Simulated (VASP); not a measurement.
Set up this calculation in VASP 6.6.1, as the native input.

```
Task                   : band structure
Functional             : BLYP
Potentials or basis    : VASP PAW PBE potentials, release 64 (Cu, O)
Cutoff                 : 520 eV
k mesh                 : 6 × 6 × 6
Occupations            : fermi-dirac, width 0.05 eV
Spin                   : no spin polarisation
Further INCAR settings : ALGO = Fast; EDIFF = 1e-07
```

The structure of Cu2O (Cuprite) lies in POSCAR:

```
Cu2O
1.0
    4.2600000000      0.0000000000      0.0000000000
    0.0000000000      4.2600000000      0.0000000000
    0.0000000000      0.0000000000      4.2600000000
Cu O
4 2
Direct
    0.7500000000      0.2500000000      0.7500000000
    0.7500000000      0.7500000000      0.2500000000
    0.2500000000      0.7500000000      0.7500000000
    0.2500000000      0.2500000000      0.2500000000
    0.5000000000      0.5000000000      0.5000000000
    0.0000000000      0.0000000000      0.0000000000
```

These files were run (other wordings do the same):

INCAR

```
SYSTEM = Cu2O
PREC = Accurate ; ENCUT = 520
EDIFF = 1E-7 ; ISMEAR = -1
SIGMA = 0.05 ; LREAL = .False.
LASPH = .True. ; NELM = 80
ALGO = Fast ; ISIF = 2
LWAVE = .False. ; LCHARG = .False.
LMAXMIX = 4 ; GGA = B5
ALDAX = 1.0 ; AGGAX = 1.0
AGGAC = 1.0 ; ALDAC = 0.0
```

KPOINTS

```
Automatic mesh
0
Gamma
  6 6 6
  0 0 0
```

KPOINTS_OPT

```
path GXMGRX,MR
15
line-mode
reciprocal
 0.0000000000  0.0000000000  0.0000000000  G
 0.0000000000  0.5000000000  0.0000000000  X

 0.0000000000  0.5000000000  0.0000000000  X
 0.5000000000  0.5000000000  0.0000000000  M

 0.5000000000  0.5000000000  0.0000000000  M
 0.0000000000  0.0000000000  0.0000000000  G

 0.0000000000  0.0000000000  0.0000000000  G
 0.5000000000  0.5000000000  0.5000000000  R

 0.5000000000  0.5000000000  0.5000000000  R
 0.0000000000  0.5000000000  0.0000000000  X

 0.5000000000  0.5000000000  0.0000000000  M
 0.5000000000  0.5000000000  0.5000000000  R
```

Potentials or basis: VASP PAW PBE potentials, release 64 (Cu, O).

Run with:

```sh
$ cat potpaw_PBE.64/Cu/POTCAR potpaw_PBE.64/O/POTCAR > POTCAR
$ mpirun -np 1 vasp_std > vasp.out
```

Results of the run:

| Quantity | Value |
| --- | --- |
| Pressure | 9.7 GPa |
| Band gap on the k mesh | 0.67 eV, direct |
| Band gap along the path | 0.67 eV, direct |

Caveat: the PAW data sets were made with another functional, which shifts forces and pressure a little.

It took 78 s on 1 thread of Intel(R) Xeon(R) 6975P-C (Granite Rapids), on a shared host, peak memory 0.22 GiB.
